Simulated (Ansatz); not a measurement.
A run of Ansatz 0.2.0 is set up as follows.

File input.yaml:

```yaml
crystal:
  lattice:
    - [0.0, 2.7218511865, 2.7218511865]
    - [2.7218511865, 0.0, 2.7218511865]
    - [2.7218511865, 2.7218511865, 0.0]
  atoms:
    - { symbol: Si, position: [0.5, 0.5, 0.5] }
    - { symbol: Si, position: [0.75, 0.75, 0.75] }
kpoints:
  mp_grid: { grid: [8, 8, 8] }
scf:
  occupations: { method: gaussian, width: 0.1 }
hamiltonian:
  xc: pbesol
  pseudopotentials: { kind: all_electron, lapw: { basis_error: 0.001 } }
output:
  forces: true
  stress: true
  eigenvalues: true
```

Potentials or basis: all-electron LAPW, scalar-relativistic.

The run is started by

```sh
$ ansatz run input.yaml --threads 1 --pin off --max-ram 3072MiB --backend cpu --events-out ev --progress --plain --runs-dir out
```

Q: Estimate the pressure.

A: -0.6 GPa.

Q: Predict the band gap on the k mesh.

A: 0.52 eV, indirect (least direct gap 2.52 eV).

A k mesh can miss the band edges. As with any semilocal functional, this PBEsol gap is likely too small.
